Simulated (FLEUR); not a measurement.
# CdO (Monteponite) (Fm-3m) in FLEUR: a series of runs

One crystal, CdO (Monteponite), is run at these levels: LDA; tasks: equation of state.

All numbers are computed with FLEUR MaX-R8.1 (later development tree); they aren't measurements. Logs are shortened: lines on timing, memory, paths and dates and some standing lists are left out, and cuts for length are marked.

## Step 1: The undisturbed crystal

It takes space group Fm-3m (No. 225, cubic). Conventional cell: a = 4.699 Å, b = 4.699 Å, c = 4.699 Å, α = 90.00°, β = 90.00°, γ = 90.00°. Cd (site symmetry m-3m) has 6 O at 2.35 Å as nearest neighbours. O (site symmetry m-3m) has 6 Cd at 2.35 Å as nearest neighbours.

## Step 2: Equation of state, LDA, 13.49 Å³/atom (volume scaled by 1.04)

inp.xml reads:

```xml
<?xml version="1.0" encoding="UTF-8" standalone="no"?>
<fleurInput fleurInputVersion="0.39">
   <comment>
      CdO                                                                                                 
   </comment>
   <calculationSetup>
      <cutoffs Kmax="4.59" Gmax="14.2" GmaxXC="14.2" numbands="0"/>
      <scfLoop itmax="60" minDistance="0.00001" maxIterBroyd="15" imix="Anderson" alpha="0.05" precondParam="0.0" spinf="2.0" sdNocoIR="T"/>
      <coreElectrons ctail="T" frcor="F" kcrel="0" coretail_lmax="0"/>
      <xcFunctional name="vwn" relativisticCorrections="F"/>
      <magnetism jspins="1"/>
      <soc l_soc="F" theta="0.0" phi="0.0" spav="F"/>
      <expertModes spex="0" secvar="F"/>
      <geometryOptimization l_f="F" forcealpha="1.0" forcemix="BFGS" epsdisp="0.00001" epsforce="0.00001"/>
      <ldaU l_linMix="F" mixParam="0.05" spinf="1.0"/>
   </calculationSetup>
   <cell>
      <bzIntegration valenceElectrons="26.0" mode="hist" fermiSmearingEnergy="0.00183747">
         <kPointListSelection listName="default-1"/>
         <!-- k-points included here -->
         <xi:include xmlns:xi="http://www.w3.org/2001/XInclude" href="kpts.xml"> </xi:include>
      </bzIntegration>
      <!-- symmetry operations included here -->
      <xi:include xmlns:xi="http://www.w3.org/2001/XInclude" href="sym.xml"> </xi:include>
      <bulkLattice scale="1.0131594038">
         <bravaisMatrix>
            <row-1>    0.0000000000000000     4.4399115297476994     4.4399115297476994</row-1>
            <row-2>    4.4399115297476994     0.0000000000000000     4.4399115297476994</row-2>
            <row-3>    4.4399115297476994     4.4399115297476994     0.0000000000000000</row-3>
         </bravaisMatrix>
      </bulkLattice>
   </cell>
   <atomSpecies>
      <species name="Cadmium (Cd)" element="Cd" atomicNumber="48">
         <mtSphere radius="2.42" gridPoints="823" logIncrement="0.016"/>
         <atomicCutoffs lmax="10" lnonsphr="10"/>
         <electronConfig flipSpins="F">
            <coreConfig>(1s1/2) (2s1/2) (2p1/2) (2p3/2) (3s1/2) (3p1/2) (3p3/2) (3d3/2) (3d5/2)</coreConfig>
            <valenceConfig>(4s1/2) (4p1/2) (4p3/2) (5s1/2) (4d3/2) (4d5/2)</valenceConfig>
         </electronConfig>
         <energyParameters s="5" p="5" d="4" f="4"/>
         <lo type="SCLO" l="0" n="4" eDeriv="0"/>
         <lo type="SCLO" l="1" n="4" eDeriv="0"/>
         <lo type="SCLO" l="1" n="4" eDeriv="1"/>
         <lo type="SCLO" l="2" n="4" eDeriv="2"/>
         <lo type="SCLO" l="3" n="4" eDeriv="2"/>
      </species>
      <species name="Oxygen (O)" element="O" atomicNumber="8">
         <mtSphere radius="1.57" gridPoints="537" logIncrement="0.02"/>
         <atomicCutoffs lmax="8" lnonsphr="8"/>
         <electronConfig flipSpins="F">
            <coreConfig>(1s1/2)</coreConfig>
            <valenceConfig>(2s1/2) (2p1/2) (2p3/2)</valenceConfig>
            <stateOccupation state="(2p1/2)" spinUp="0.666667" spinDown="0.666667"/>
            <stateOccupation state="(2p3/2)" spinUp="1.333333" spinDown="1.333333"/>
         </electronConfig>
         <energyParameters s="2" p="2" d="3" f="4"/>
         <lo type="SCLO" l="0" n="2" eDeriv="2"/>
         <lo type="SCLO" l="1" n="2" eDeriv="2"/>
         <lo type="SCLO" l="2" n="3" eDeriv="2"/>
      </species>
   </atomSpecies>
   <atomGroups>
      <atomGroup species="Cadmium (Cd)">
         <relPos label="                   1">.0000000000 .0000000000 .0000000000</relPos>
         <force calculate="T" relaxXYZ="TTT"/>
      </atomGroup>
      <atomGroup species="Oxygen (O)">
         <relPos label="                   2">1.000/2.000 1.000/2.000 1.000/2.000</relPos>
         <force calculate="T" relaxXYZ="TTT"/>
      </atomGroup>
   </atomGroups>
   <output dos="F" band="F" slice="F">
      <checks vchk="F" cdinf="F"/>
      <bandDOS minEnergy="-.5*Htr" maxEnergy="0.5*Htr" sigma="0.015" storeEVData="T"/>
      <vacuumDOS vacdos="F" integ="F" star="F" nstars="0" locx1="0.0" locy1="0.0" locx2="0.0" locy2="0.0" nstm="0" tworkf="0.0"/>
      <unfoldingBand unfoldBand="F" supercellX="1" supercellY="1" supercellZ="1"/>
      <plotting iplot="0" polar="F">
         <plot TwoD="T" vec1="  1.0  0.0  0.0" vec2="  0.0  1.0  0.0" vec3="  0.0  0.0  1.0" zero="  0.0  0.0  0.0" file="plot"/>
      </plotting>
      <chargeDensitySlicing numkpt="0" minEigenval="0.0" maxEigenval="0.0" nnne="0" pallst="F"/>
      <specialOutput eonly="F"/>
      <moessbauerParams electricFieldGradient="T" isomerShift="T" coreHyperfine="T" valenceHyperfine="T"/>
      <magneticCircularDichroism mcd="F" energyLo="-10.0" energyUp="0.0"/>
   </output>
  <!-- We include the file relax.xml here to enable relaxations (see documentation) -->
  <xi:include xmlns:xi="http://www.w3.org/2001/XInclude" href="relax.xml"> <xi:fallback/> </xi:include>
</fleurInput>
```

Potentials or basis: all-electron, FLAPW.

The run is started by

```
> inpgen -f crystal.txt -profile fastHighL
> # inp.xml edited to the form shown
> fleur_MPI
```

The program printed:

```text
Welcome to FLEUR        (www.flapw.de)
      MaX-Release 8.1          (www.max-centre.eu)

 ========== k-point set info ==========
 Selected k-point list: default-1
 k-point list type: mesh
 10 x 10 x 10
 Number of k points: 47

 ------------Calculation Setup---------------------------
 Number of MPI-tasks      :            1
 Number of PE/node        :            1
 Number of OMP-threads    :            1
 Most efficient MPI parallelization for:
           1          47
 Additional eigenvalue parallelization possible
 Number of basis functions:          377
 Approximate size of matrices (H+S) per k-point:         0.002 GB
 --------------------------------------------------------
 Iteration:     1   Distance:      22.33832387 me/bohr^3
 Iteration:     2   Distance:      18.35237897 me/bohr^3
 Iteration:     3   Distance:       6.59893332 me/bohr^3
 Iteration:     4   Distance:       5.60337247 me/bohr^3
 Iteration:     5   Distance:       1.31056312 me/bohr^3
 Iteration:     6   Distance:       0.51910133 me/bohr^3
 Iteration:     7   Distance:       0.40143254 me/bohr^3
 Iteration:     8   Distance:       0.04672443 me/bohr^3
 Iteration:     9   Distance:       0.06632954 me/bohr^3
 Iteration:    10   Distance:       0.00480044 me/bohr^3
 Iteration:    11   Distance:       0.00367114 me/bohr^3
 Iteration:    12   Distance:       0.00032036 me/bohr^3
 Iteration:    13   Distance:       0.00007215 me/bohr^3
 Iteration:    14   Distance:       0.00002488 me/bohr^3
 Iteration:    15   Distance:       0.00000189 me/bohr^3

 ********************************************************************
 Run finished successfully
 Stop message:
   all done
 ********************************************************************
```

out.xml (last iteration):

```text
<iteration numberForCurrentRun="   15" overallNumber="   15">
         <energyParameters units="Htr">
            <atomicEP atomType="1" spin="1" branch="5s" branchLowest="-3.45" branchHighest="1.48" value="0.1307345655"/>
            <atomicEP atomType="1" spin="1" branch="5p" branchLowest="-2.01" branchHighest="2.18" value="0.2894432267"/>
            <atomicEP atomType="1" spin="1" branch="4d" branchLowest="-14.03" branchHighest="0.12" value="-0.0011930119"/>
            <atomicEP atomType="1" spin="1" branch="4f" branchLowest="-9.99" branchHighest="2.27" value="0.6038532277"/>
            <loAtomicEP atomType="1" spin="1" branch="4s" branchLowest="-26.47" branchHighest="-3.45" value="-3.4521352510"/>
            <loAtomicEP atomType="1" spin="1" branch="4p" branchLowest="-21.62" branchHighest="-2.01" value="-2.0314734135"/>
            <loAtomicEP atomType="1" spin="1" branch="4p" branchLowest="-21.62" branchHighest="-2.01" value="-2.0314734135"/>
            <loAtomicEP atomType="1" spin="1" branch="4d" branchLowest="-14.03" branchHighest="0.12" value="-0.0095389590"/>
            <loAtomicEP atomType="1" spin="1" branch="4f" branchLowest="-9.99" branchHighest="2.27" value="0.6038551582"/>
            <atomicEP atomType="2" spin="1" branch="2s" branchLowest="-18.18" branchHighest="0.45" value="-0.3875130419"/>
            <atomicEP atomType="2" spin="1" branch="2p" branchLowest="-9.99" branchHighest="0.91" value="0.0879689791"/>
            <atomicEP atomType="2" spin="1" branch="3d" branchLowest="-9.99" branchHighest="4.95" value="0.4182205544"/>
            <atomicEP atomType="2" spin="1" branch="4f" branchLowest="-9.99" branchHighest="8.56" value="0.5787356046"/>
            <loAtomicEP atomType="2" spin="1" branch="2s" branchLowest="-18.18" branchHighest="0.45" value="-0.3875130419"/>
            <loAtomicEP atomType="2" spin="1" branch="2p" branchLowest="-9.99" branchHighest="0.91" value="0.0877177959"/>
            <loAtomicEP atomType="2" spin="1" branch="3d" branchLowest="-9.99" branchHighest="4.95" value="0.4182208720"/>
         </energyParameters>
         <eigenvalues>
            <eigenvaluesAt spin="1" ikpt="1" k_x="0.00000000" k_y="0.00000000" k_z="0.00000000">
                      -3.4521551017       -2.0250021129       -2.0250021129       -2.0250021129       -0.3928254596
                      -0.0157265044       -0.0157265044       -0.0157265044       -0.0056143741       -0.0056143741
                       0.1799394721        0.1799394721        0.1799394721        0.2043212681        0.7530840144
                       0.8372388440        0.8372388440        0.8372388440        0.8632447512        0.8632447512
                       0.8632447512
            </eigenvaluesAt>
            <eigenvaluesAt spin="1" ikpt="2" k_x="0.00000000" k_y="0.00000000" k_z="0.10000000">
                      -3.4521522733       -2.0250517441       -2.0250099224       -2.0250099224       -0.3903712472
                      -0.0170738225       -0.0151519709       -0.0151519709       -0.0078305986       -0.0078305986
                       0.1459989534        0.1847397790        0.1847397790        0.2434307801        0.7111299414
                       0.8004491293        0.8004491293        0.8044110730        0.8814238084        0.8814238084
                       0.9389716510
            </eigenvaluesAt>
            <eigenvaluesAt spin="1" ikpt="3" k_x="0.00000000" k_y="0.00000000" k_z="0.20000000">
                      -3.4521448571       -2.0251813128       -2.0250303229       -2.0250303229       -0.3837360343
                      -0.0222069532       -0.0191090064       -0.0191090064       -0.0074863517       -0.0074863517
                       0.1129587085        0.1966552996        0.1966552996        0.2924715634        0.6274734623
                       0.7439454972        0.7439454972        0.8074610861        0.9064637516        0.9064637516
                       1.0236759455
            </eigenvaluesAt>
            <eigenvaluesAt spin="1" ikpt="4" k_x="0.00000000" k_y="0.00000000" k_z="0.30000000">
                      -3.4521357054       -2.0253416689       -2.0250555997       -2.0250555997       -0.3750505389
                      -0.0322040301       -0.0272098811       -0.0272098811       -0.0027418512       -0.0027418512
                       0.0945776931        0.2107614525        0.2107614525        0.3367739286        0.5519056613
                       0.6931778197        0.6931778197        0.8231736534        0.9397570935        0.9397570935
                       1.0374017254
            </eigenvaluesAt>
         </eigenvalues>
         <bandgap value="0.4681859447" units="eV"/>
         <sumValenceSingleParticleEnergies value="-19.0104616010" units="Htr"/>
         <FermiEnergy value="0.2323331987" units="Htr"/>
         <valenceDensity>
            <mtCharges spin="1">
               <mtCharge atomType="1" total="18.1916224" s="2.3288302" p="6.2285816" d="9.5920470" f="0.0336084"/>
               <mtCharge atomType="2" total="4.9287205" s="1.5664285" p="3.3551885" d="0.0060250" f="0.0008942"/>
            </mtCharges>
            <spinDependentCharge spin="1" total="26.0000000" interstitial="2.8796571" mtSpheres="23.1203429"/>
            <totalCharge value="26.0000000000"/>
         </valenceDensity>
         <coreStates atomType="     1" atomicNumber=" 48" spin="1" kinEnergy="   5635.3381547801" eigValSum="  -3332.8747068162" lostElectrons=" 0.000000">
            <state n="1" l="0" j="0.5" energy="-972.5986602134" weight="1.0000000000"/>
            <state n="2" l="0" j="0.5" energy="-144.0174178528" weight="1.0000000000"/>
            <state n="2" l="1" j="0.5" energy="-134.1219393548" weight="1.0000000000"/>
            <state n="2" l="1" j="1.5" energy="-127.0592244901" weight="2.0000000000"/>
            <state n="3" l="0" j="0.5" energy="-26.4693061053" weight="1.0000000000"/>
            <state n="3" l="1" j="0.5" energy="-22.4983270528" weight="1.0000000000"/>
            <state n="3" l="1" j="1.5" energy="-21.2370264320" weight="2.0000000000"/>
            <state n="3" l="2" j="1.5" energy="-14.1817977608" weight="2.0000000000"/>
            <state n="3" l="2" j="2.5" energy="-13.9252018210" weight="3.0000000000"/>
         </coreStates>
         <coreStates atomType="     2" atomicNumber="  8" spin="1" kinEnergy="     57.6536944107" eigValSum="    -36.3518384862" lostElectrons=" 0.000000">
            <state n="1" l="0" j="0.5" energy="-18.1759192431" weight="1.0000000000"/>
         </coreStates>
         <allElectronCharges>
            <spinDependentCharge spin="1" total="56.0000000" interstitial="2.8796573" mtSpheres="53.1203427"/>
            <totalCharge value="55.9999999987"/>
         </allElectronCharges>
         <moessbauerParams unitsHFF="kG" unitsIS="e/bohr^3" unitsEFG="Htr/bohr^2">
            <coreIsomerShift atomType="1" isTotal="160875.58054">
               <shell n="1" l="0" isomerShift="141072.36889"/>
               <shell n="2" l="0" isomerShift="16272.33362"/>
               <shell n="2" l="1" isomerShift="357.22801"/>
               <shell n="3" l="0" isomerShift="3100.43862"/>
               <shell n="3" l="1" isomerShift="73.21140"/>
               <shell n="3" l="2" isomerShift="0.00001"/>
            </coreIsomerShift>
            <coreIsomerShift atomType="2" isTotal="300.51690">
               <shell n="1" l="0" isomerShift="300.51690"/>
            </coreIsomerShift>
            <isomerShift atomType="1" nucleusRadius="0.0001140" averageDensity="161500.62666"/>
            <isomerShift atomType="2" nucleusRadius="0.0000595" averageDensity="316.01278"/>
            <electricFieldGradient atomType="1" VXX="0.00000" VYY="0.00000" VZZ="0.00000" asymParam="0.00000">
            </electricFieldGradient>
            <electricFieldGradient atomType="2" VXX="0.00000" VYY="0.00000" VZZ="0.00000" asymParam="0.00000">
            </electricFieldGradient>
         </moessbauerParams>
         <totalEnergy                                    value="    -5665.8416683651" units="Htr">
            <sumOfEigenvalues                            value="    -3388.2370069034">
               <coreElectrons value="-3369.2265453024"/>
               <valenceElectrons value="-19.0104616010"/>
            </sumOfEigenvalues>
            <densityCoulombPotentialIntegral value="-9113.9281982643"/>
            <densityEffectivePotentialIntegral value="-9323.0511204119"/>
            <chargeDenXCDenIntegral value="-157.7639649500"/>
            <FockExchangeEnergyValence value="0.0000000000"/>
            <FockExchangeEnergyCore value="0.0000000000"/>
            <atomTypeDependentContributions atomType="1">
               <electronNucleiInteractionDifferentMTs value="6770.6944574786"/>
               <MadelungTerm value="-24.2116132980"/>
            </atomTypeDependentContributions>
            <atomTypeDependentContributions atomType="2">
               <electronNucleiInteractionDifferentMTs value="87.1469858154"/>
               <MadelungTerm value="-3.8746611995"/>
            </atomTypeDependentContributions>
            <tkbTimesEntropy value="0.0000203302"/>
            <freeEnergy value="-5665.8416886953"/>
            <extrapolationTo0K value="-5665.8416785302"/>
         </totalEnergy>
         <densityConvergence units="me/bohr^3">
            <chargeDensity spin="1" distance="0.0000018896"/>
         </densityConvergence>
      </iteration>
```

It took 37 s on 1 thread of Intel Xeon Platinum 8375C at 2.90GHz (Ice Lake), shared host; peak memory 0.06 GiB.

What came out:

| Property | Result |
| --- | --- |
| Free energy | -154175.4066 eV |
| Band gap on the k mesh | none (metal or under the smearing width) |
| Valence electrons inside the program's atomic spheres | Cd 18.19; O 4.93 (radii Cd 2.42, O 1.57 bohr) |

## Step 3: Equation of state, LDA, 13.75 Å³/atom (volume scaled by 1.06)

inp.xml: that of step 2 with these lines changed.

```diff
@@ -24,3 +24,3 @@
       <xi:include xmlns:xi="http://www.w3.org/2001/XInclude" href="sym.xml"> </xi:include>
-      <bulkLattice scale="1.0131594038">
+      <bulkLattice scale="1.0196128224">
          <bravaisMatrix>
```

Potentials or basis: all-electron, FLAPW.

The run is started by

```
> inpgen -f crystal.txt -profile fastHighL
> # inp.xml edited to the form shown
> fleur_MPI
```

Run time: 40 s. Hardware: 1 thread of Intel Xeon Platinum 8375C at 2.90GHz (Ice Lake), shared host; peak memory 0.06 GiB.

It converged, with:

```
Free energy                                           : -154175.3675 eV
Band gap on the k mesh                                : none (metal or under the smearing width)
Valence electrons inside the program's atomic spheres : Cd 18.18; O 4.92 (radii Cd 2.42, O 1.57 bohr)
```
